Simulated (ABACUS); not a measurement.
# MoP (P-6m2) in ABACUS: equation of state

Aim: energy against volume of MoP in PBE, for its equilibrium volume and stiffness.

Everything below comes from runs of ABACUS 3.10.1. Logs are shortened: lines on timing, memory, paths and dates and some standing lists are left out, and cuts for length are marked.

## (1) The structure

Symmetry: P-6m2, No. 187, hexagonal system. Conventional cell: a = 3.223 Å, b = 3.223 Å, c = 3.191 Å, α = 90.00°, β = 90.00°, γ = 120.00°. Mo (site symmetry -6m2) is surrounded by 6 P at 2.45 Å. Around P (site symmetry -6m2) lie 6 Mo at 2.45 Å.

## (2) Equation of state, PBE, 13.49 Å³/atom (volume scaled by 0.94)

The input, INPUT:

```
INPUT_PARAMETERS
suffix              MoP
calculation         scf
basis_type          pw
pseudo_dir          ./
symmetry            1
dft_functional      pbe
ecutwfc             81
pseudo_rcut         10
nspin               1
nbands              14
ks_solver           dav
smearing_method     fd
smearing_sigma      0.00367493
scf_thr             1e-08
scf_nmax            100
mixing_type         broyden
mixing_beta         0.7
cal_force           1
cal_stress          1
kpar                4
```

The input, STRU:

```
ATOMIC_SPECIES
Mo 95.9500 Mo.upf
P 30.9738 P.upf

LATTICE_CONSTANT
1.8897261246

LATTICE_VECTORS
3.1572060284 0.0000000000 0.0000000000
-1.5786030142 2.7342206256 0.0000000000
0.0000000000 0.0000000000 3.1258592729

ATOMIC_POSITIONS
Direct

Mo
0.0
1
0.0000000000 0.0000000000 0.0000000000 1 1 1

P
0.0
1
0.3333333333 0.6666666667 0.5000000000 1 1 1
```

The input, KPT:

```
K_POINTS
0
Gamma
10 10 8 0 0 0
```

Potentials or basis: PseudoDojo NC SR 0.4.1 PBE standard, plane waves.

The run is started by

```
$ OMP_NUM_THREADS=1 mpirun -np 4 abacus > log
```

running log:

```text
ABACUS v3.10.1

               Atomic-orbital Based Ab-initio Computation at UStc

 ------------------------------------------------------------------------------------

 READING GENERAL INFORMATION
                           global_out_dir = OUT.MoP/
                           global_in_card = INPUT
                               pseudo_dir = ./
                              orbital_dir =
                                    DSIZE = 4
                                    GSIZE = 1

 READING UNITCELL INFORMATION
                                    ntype = 2
                  lattice constant (Bohr) = 1.88973
              lattice constant (Angstrom) = 1

 READING ATOM TYPE 1
                               atom label = Mo
                      L=0, number of zeta = 1
                      L=1, number of zeta = 1
                      L=2, number of zeta = 1
             number of atom for this type = 1

 READING ATOM TYPE 2
                               atom label = P
                      L=0, number of zeta = 1
                      L=1, number of zeta = 1
                      L=2, number of zeta = 1
             number of atom for this type = 1

                        TOTAL ATOM NUMBER = 2
DIRECT COORDINATES
    atom                   x                   y                   z     mag                  vx                  vy                  vz
taud_Mo1            0.0000000000        0.0000000000        0.0000000000  0.0000        0.0000000000        0.0000000000        0.0000000000
taud_P1            0.3333333333        0.6666666667        0.5000000000  0.0000        0.0000000000        0.0000000000        0.0000000000

                          Volume (Bohr^3) = 182.097
                             Volume (A^3) = 26.9839

 Lattice vectors: (Cartesian coordinate: in unit of a_0)
             +3.15721                  +0                  +0
              -1.5786            +2.73422                  +0
                   +0                  +0            +3.12586
 Reciprocal vectors: (Cartesian coordinate: in unit of 2 pi/a_0)
            +0.316736           +0.182867                  -0
                   -0           +0.365735                  -0
                   +0                  -0           +0.319912
 The esolver type has been set to : ksdft_pw

                PAO radial cut off (Bohr) = 10

 Read in pseudopotential file is Mo.upf
                     pseudopotential type = NC
          exchange-correlation functional = PBE
                 nonlocal core correction = 1
                        valence electrons = 14
                                     lmax = 2
                           number of zeta = 4
                     number of projectors = 6
                           L of projector = 0
[... 5 lines left out ...]
                PAO radial cut off (Bohr) = 10

 Read in pseudopotential file is P.upf
                     pseudopotential type = NC
          exchange-correlation functional = PBE
                 nonlocal core correction = 1
                        valence electrons = 5
                                     lmax = 2
                           number of zeta = 2
                     number of projectors = 6
                           L of projector = 0
                           L of projector = 0
                           L of projector = 1
                           L of projector = 1
                           L of projector = 2
                           L of projector = 2
     initial pseudo atomic orbital number = 14

 SETUP THE ELECTRONS NUMBER
            electron number of element Mo = 14
      total electron number of element Mo = 14
             electron number of element P = 5
       total electron number of element P = 5
            AUTOSET number of electrons:  = 19
                           occupied bands = 10
                                   NBANDS = 14
                                   NLOCAL = 18

%%%%%%%%%%%%%%%%%%%%%%%%%%%%%%%%%%%%%%%%%%%%%%%%%%%%%%%%%%%%%%%%%%%%%%%%%%%%%%%%%%%%%%%%%%%%%%%%%%%%%%%%%%
 Warning: the number of valence electrons in pseudopotential > 6 for Mo: [Kr] 4d5 5s1
 Pseudopotentials with additional electrons can yield (more) accurate outcomes, but may be less efficient.
 If you're confident that your chosen pseudopotential is appropriate, you can safely ignore this warning.
%%%%%%%%%%%%%%%%%%%%%%%%%%%%%%%%%%%%%%%%%%%%%%%%%%%%%%%%%%%%%%%%%%%%%%%%%%%%%%%%%%%%%%%%%%%%%%%%%%%%%%%%%%

 SETUP THE PLANE WAVE BASIS
 energy cutoff for charge/potential (unit:Ry) = 324
            fft grid for charge/potential = [ 36, 36, 36 ]
                        fft grid division = [ 1, 1, 1 ]
        big fft grid for charge/potential = [ 36, 36, 36 ]
                                     nbxx = 46656
                                     nrxx = 46656

 SETUP PLANE WAVES FOR CHARGE/POTENTIAL
                    number of plane waves = 17829
[... 74 lines left out ...]
(for k-lattice: )
                             BRAVAIS TYPE = 4
                     BRAVAIS LATTICE NAME = 04. Hexagonal cell
                                    ibrav = 4
                       right hand lattice = 1
                        ROTATION MATRICES = 24
                               nkstot_ibz = 70
K-POINTS REDUCTION ACCORDING TO SYMMETRY
     IBZ    DIRECT_X    DIRECT_Y    DIRECT_Z  WEIGHT  ibz2bz
       1  0.00000000  0.00000000  0.00000000  0.0013       0
       2 -0.10000000  0.10000000  0.00000000  0.0075       1
       3 -0.20000000  0.20000000  0.00000000  0.0075       2
       4 -0.30000000  0.30000000  0.00000000  0.0075       3
       5 -0.40000000  0.40000000  0.00000000  0.0075       4
       6  0.50000000  0.50000000  0.00000000  0.0037       5
[... 22 lines left out ...]
      29  0.00000000  0.00000000  0.25000000  0.0025     200
      30 -0.10000000  0.10000000  0.25000000  0.0150     201
[... 40 further k points ...]

                               nkstot now = 70
[... K-POINTS DIRECT COORDINATES: 70 rows ...]

           k-point number in this process = 18
       minimum distributed K point number = 17
[... stars of the k points ...]

[... K-POINTS CARTESIAN COORDINATES: 18 rows ...]

[... K-POINTS DIRECT COORDINATES: 18 rows ...]

 SETUP PLANE WAVES FOR WAVE FUNCTIONS
     energy cutoff for wavefunc (unit:Ry) = 81
              fft grid for wave functions = [ 36, 36, 36 ]
                    number of plane waves = 3163
                         number of sticks = 253

 PARALLEL PW FOR WAVE FUNCTIONS
     PROC   COLUMNS(POT)             PW
        1            253           3163
 --------------- sum -------------------
        1            253           3163

 SETUP NONLOCAL PSEUDOPOTENTIALS IN PLANE WAVE BASIS
 Mo non-local projectors:
 projector 1 L=0
 projector 2 L=0
 projector 3 L=1
 projector 4 L=1
 projector 5 L=2
 projector 6 L=2
 P non-local projectors:
 projector 1 L=0
 projector 2 L=0
 projector 3 L=1
 projector 4 L=1
 projector 5 L=2
 projector 6 L=2
      TOTAL NUMBER OF NONLOCAL PROJECTORS = 36

 Init Non-Local PseudoPotential table :
 Init Non-Local-Pseudopotential done.

                                     npwx = 2253

 Make real space PAO into reciprocal space.
       max mesh points in Pseudopotential = 1001
     dq(describe PAO in reciprocal space) = 0.01
                                    max q = 1084

 number of pseudo atomic orbitals for Mo is 4
WARNING: norm of atomic wavefunction # 3 of atomic type Mo is 0.999963, renormalized
WARNING: norm of atomic wavefunction # 4 of atomic type Mo is 0.999469, renormalized

 number of pseudo atomic orbitals for P is 2
WARNING: norm of atomic wavefunction # 2 of atomic type P is 0.999977, renormalized

 -------------------------------------------
 SELF-CONSISTENT
 -------------------------------------------
                                 init_chg = atomic

 PW ALGORITHM --------------- ION=   1  ELEC=   1--------------------------------

 Density error is 0.249522652132
                          Error Threshold = 0.01
----------------------------------------------------------
     Energy           Rydberg                 eV
----------------------------------------------------------
 E_KohnSham     -154.3894838081      -2100.5766910683
 E_Harris       -158.1750369542      -2152.0817839374
 E_Fermi        1.4408570937         19.6038664786
----------------------------------------------------------
[... 63 lines left out ...]
 Density error is 1.65709115849e-09
                          Error Threshold = 2.70729164688e-10
----------------------------------------------------------
     Energy           Rydberg                 eV
----------------------------------------------------------
 E_KohnSham     -154.4987081369      -2102.0627643006
 E_KS(sigma->0) -154.4985723984      -2102.0609174844
 E_Harris       -154.4986142354      -2102.0614867060
 E_band         -2.7487077514        -37.3980875555
 E_one_elec     -24.3167147442       -330.8458771623
 E_Hartree      23.9515205270        325.8771549308
 E_xc           -25.0811351767       -341.2463507115
 E_Ewald        -129.0521072660      -1755.8439977251
 E_entropy(-TS) -0.0002714769        -0.0036936324
 E_descf        0.0000000000         0.0000000000
 E_exx          0.0000000000         0.0000000000
 E_Fermi        1.3741981187         18.6969245946
----------------------------------------------------------

 charge density convergence is achieved
 final etot is -2102.0627643 eV
 EFERMI = 18.696924595 eV

 STATE ENERGY(eV) AND OCCUPATIONS    NSPIN == 1
 1/18 kpoint (Cartesian) = 0.0000 0.0000 0.0000 (2195 pws)
       1       -42.4456     0.00250000
       2       -16.6183     0.00250000
       3       -16.3799     0.00250000
       4       -16.3799     0.00250000
       5        4.35759     0.00250000
       6        14.1464     0.00250000
       7        15.1911     0.00250000
       8        15.1911     0.00250000
       9        18.0815     0.00249999
      10        19.0264    3.43546e-06
      11        19.0264    3.43546e-06
      12        23.1548    4.75685e-42
      13        23.1548    4.75684e-42
      14        24.4546    2.43888e-53
[... 66 lines left out ...]
       1       -42.4015     0.00750000
       2       -16.8136     0.00750000
       3       -16.5585     0.00750000
       4       -16.4794     0.00750000
       5        7.21070     0.00750000
       6        11.1176     0.00750000
       7        14.5309     0.00750000
       8        14.6217     0.00750000
       9        17.4570     0.00750000
      10        18.2455     0.00749910
      11        20.5872    2.85848e-19
      12        21.3489    6.92276e-26
      13        23.6356    9.50531e-46
      14        25.0371    6.38841e-58

[... levels at 12 further k points ...]

------------------------------------------------------------------------------------------
 TOTAL-FORCE (eV/Angstrom)
------------------------------------------------------------------------------------------
                       Mo1         0.0000000000         0.0000000000         0.0000000000
                        P1         0.0000000000         0.0000000000         0.0000000000
------------------------------------------------------------------------------------------

----------------------------------------------------------------
 TOTAL-STRESS (KBAR)
----------------------------------------------------------------
       182.4224684787         0.0000000000         0.0000000000
         0.0000000000       182.4224684755        -0.0000000000
         0.0000000000         0.0000000000       217.5442264404
----------------------------------------------------------------
 TOTAL-PRESSURE: 194.129721 KBAR

 --------------------------------------------
 !FINAL_ETOT_IS -2102.0627643006050675 eV
 --------------------------------------------
```

Run time: 11 s. Hardware: 4 MPI ranks of Intel Xeon Platinum 8375C at 2.90GHz (Ice Lake), shared host; peak memory 0.28 GiB.

What came out:

```yaml
Free_energy: -2102.0628 eV
Pressure: 19.4 GPa
Band_gap_on_the_k_mesh: none (metal or under the smearing width)
```

## (3) Equation of state, PBE, 13.78 Å³/atom (volume scaled by 0.96)

INPUT is that of step 2.

STRU, as its differences from that of step 2:

```diff
@@ -8,5 +8,5 @@
 LATTICE_VECTORS
-3.1572060284 0.0000000000 0.0000000000
--1.5786030142 2.7342206256 0.0000000000
-0.0000000000 0.0000000000 3.1258592729
+3.1794406062 0.0000000000 0.0000000000
+-1.5897203031 2.7534763348 0.0000000000
+0.0000000000 0.0000000000 3.1478730917
```

KPT is that of step 2.

Potentials or basis: PseudoDojo NC SR 0.4.1 PBE standard, plane waves.

The run is started by

```
$ OMP_NUM_THREADS=1 mpirun -np 4 abacus > log
```

It took 11 s on 4 MPI ranks of Intel Xeon Platinum 8375C at 2.90GHz (Ice Lake), shared host; peak memory 0.32 GiB.

Results (log left out):

| Item | Value |
| --- | --- |
| Free energy | -2102.1211 eV |
| Pressure | 13.3 GPa |
| Band gap on the k mesh | none (metal or under the smearing width) |

## (4) Equation of state, PBE, 14.07 Å³/atom (volume scaled by 0.98)

INPUT is that of step 3.

STRU, as its differences from that of step 3:

```diff
@@ -8,5 +8,5 @@
 LATTICE_VECTORS
-3.1794406062 0.0000000000 0.0000000000
--1.5897203031 2.7534763348 0.0000000000
-0.0000000000 0.0000000000 3.1478730917
+3.2013684757 0.0000000000 0.0000000000
+-1.6006842379 2.7724664269 0.0000000000
+0.0000000000 0.0000000000 3.1695832473
```

KPT is that of step 3.

Potentials or basis: PseudoDojo NC SR 0.4.1 PBE standard, plane waves.

The run is started by

```
$ OMP_NUM_THREADS=1 mpirun -np 4 abacus > log
```

running log:

```text
ABACUS v3.10.1

               Atomic-orbital Based Ab-initio Computation at UStc

 ------------------------------------------------------------------------------------

 READING GENERAL INFORMATION
                           global_out_dir = OUT.MoP/
                           global_in_card = INPUT
                               pseudo_dir = ./
                              orbital_dir =
                                    DSIZE = 4
                                    GSIZE = 1

 READING UNITCELL INFORMATION
                                    ntype = 2
                  lattice constant (Bohr) = 1.88973
              lattice constant (Angstrom) = 1

 READING ATOM TYPE 1
[... 450 lines left out ...]
       3       -17.4870     0.00750000
       4       -17.3989     0.00750000
       5        6.45228     0.00750000
       6        10.4547     0.00750000
       7        13.8020     0.00750000
       8        13.9726     0.00750000
       9        16.5489     0.00750000
      10        17.3804     0.00749849
      11        19.5884    2.47590e-18
      12        20.2672    3.14117e-24
      13        22.5565    4.09791e-44
      14        24.0121    9.32896e-57

[... levels at 12 further k points ...]

------------------------------------------------------------------------------------------
 TOTAL-FORCE (eV/Angstrom)
------------------------------------------------------------------------------------------
                       Mo1         0.0000000000         0.0000000000         0.0000000000
                        P1         0.0000000000         0.0000000000         0.0000000000
------------------------------------------------------------------------------------------

----------------------------------------------------------------
 TOTAL-STRESS (KBAR)
----------------------------------------------------------------
        75.2092979149         0.0000000014        -0.0000000000
         0.0000000014        75.2092979111         0.0000000000
         0.0000000000        -0.0000000000        81.4955582374
----------------------------------------------------------------
 TOTAL-PRESSURE: 77.304718 KBAR

 --------------------------------------------
 !FINAL_ETOT_IS -2102.1586314029477762 eV
 --------------------------------------------
```

It took 14 s on 4 MPI ranks of Intel Xeon Platinum 8375C at 2.90GHz (Ice Lake), shared host; peak memory 0.32 GiB.

What came out:

```
Free energy            : -2102.1586 eV
Pressure               : 7.7 GPa
Band gap on the k mesh : none (metal or under the smearing width)
```

## (5) Equation of state, PBE, 14.35 Å³/atom

INPUT is that of step 4.

STRU, as its differences from that of step 4:

```diff
@@ -8,5 +8,5 @@
 LATTICE_VECTORS
-3.2013684757 0.0000000000 0.0000000000
--1.6006842379 2.7724664269 0.0000000000
-0.0000000000 0.0000000000 3.1695832473
+3.2230000000 0.0000000000 0.0000000000
+-1.6115000000 2.7911998764 0.0000000000
+0.0000000000 0.0000000000 3.1910000000
```

KPT is that of step 4.

The run is started by

```
$ OMP_NUM_THREADS=1 mpirun -np 4 abacus > log
```

It took 12 s on 4 MPI ranks of Intel Xeon Platinum 8375C at 2.90GHz (Ice Lake), shared host; peak memory 0.32 GiB.

It converged, with:

```
Free energy            : -2102.1773 eV
Pressure               : 2.8 GPa
Band gap on the k mesh : none (metal or under the smearing width)
```

## (6) Equation of state, PBE, 14.64 Å³/atom (volume scaled by 1.02)

INPUT is that of step 5.

STRU, as its differences from that of step 5:

```diff
@@ -8,5 +8,5 @@
 LATTICE_VECTORS
-3.2230000000 0.0000000000 0.0000000000
--1.6115000000 2.7911998764 0.0000000000
-0.0000000000 0.0000000000 3.1910000000
+3.2443449929 0.0000000000 0.0000000000
+-1.6221724965 2.8096851825 0.0000000000
+0.0000000000 0.0000000000 3.2121330662
```

KPT is that of step 5.

Potentials or basis: PseudoDojo NC SR 0.4.1 PBE standard, plane waves.

The run is started by

```
$ OMP_NUM_THREADS=1 mpirun -np 4 abacus > log
```

Wall time 11 s (4 MPI ranks of Intel Xeon Platinum 8375C at 2.90GHz (Ice Lake), shared host); peak memory 0.32 GiB.

The run converged. Its results:

```
Free energy            : -2102.1792 eV
Pressure               : -1.7 GPa
Band gap on the k mesh : none (metal or under the smearing width)
```

## (7) Equation of state, PBE, 14.93 Å³/atom (volume scaled by 1.04)

INPUT is that of step 6.

STRU, as its differences from that of step 6:

```diff
@@ -8,5 +8,5 @@
 LATTICE_VECTORS
-3.2443449929 0.0000000000 0.0000000000
--1.6221724965 2.8096851825 0.0000000000
-0.0000000000 0.0000000000 3.2121330662
+3.2654127585 0.0000000000 0.0000000000
+-1.6327063793 2.8279304027 0.0000000000
+0.0000000000 0.0000000000 3.2329916576
```

KPT is that of step 6.

The run is started by

```
$ OMP_NUM_THREADS=1 mpirun -np 4 abacus > log
```

Wall time 12 s (4 MPI ranks of Intel Xeon Platinum 8375C at 2.90GHz (Ice Lake), shared host); peak memory 0.32 GiB.

Results (log left out):

- Free energy: -2102.1659 eV
- Pressure: -5.7 GPa
- Band gap on the k mesh: none (metal or under the smearing width)

## (8) Equation of state, PBE, 15.21 Å³/atom (volume scaled by 1.06)

INPUT is that of step 7.

STRU, as its differences from that of step 7:

```diff
@@ -8,5 +8,5 @@
 LATTICE_VECTORS
-3.2654127585 0.0000000000 0.0000000000
--1.6327063793 2.8279304027 0.0000000000
-0.0000000000 0.0000000000 3.2329916576
+3.2862121267 0.0000000000 0.0000000000
+-1.6431060633 2.8459431839 0.0000000000
+0.0000000000 0.0000000000 3.2535845163
```

KPT is that of step 7.

The run is started by

```
$ OMP_NUM_THREADS=1 mpirun -np 4 abacus > log
```

Wall time 16 s (4 MPI ranks of Intel Xeon Platinum 8375C at 2.90GHz (Ice Lake), shared host); peak memory 0.32 GiB.

It converged, with:

```
Free energy            : -2102.1390 eV
Pressure               : -9.3 GPa
Band gap on the k mesh : none (metal or under the smearing width)
```

## (9) Equation of state, PBE

Potentials or basis: PseudoDojo NC SR 0.4.1 PBE standard, plane waves.

No new run: the results of the series are fitted here.

Results:

```
Equilibrium volume                        : 14.53 Å³/atom
Bulk modulus at fixed shape and positions : 223 GPa
Pressure derivative of the bulk modulus   : 4.4
```

Energy against volume, from the lowest point:
| volume (Å³/atom) | energy (meV/atom) |
| --- | --- |
| 13.492 | 58.21 |
| 13.779 | 29.02 |
| 14.066 | 10.28 |
| 14.353 | 0.92 |
| 14.640 | 0.00 |
| 14.927 | 6.65 |
| 15.214 | 20.09 |

Caveat: the cell was scaled at fixed shape and fractional positions, which overstates the stiffness of a crystal with free parameters, most of all of layers and chains.
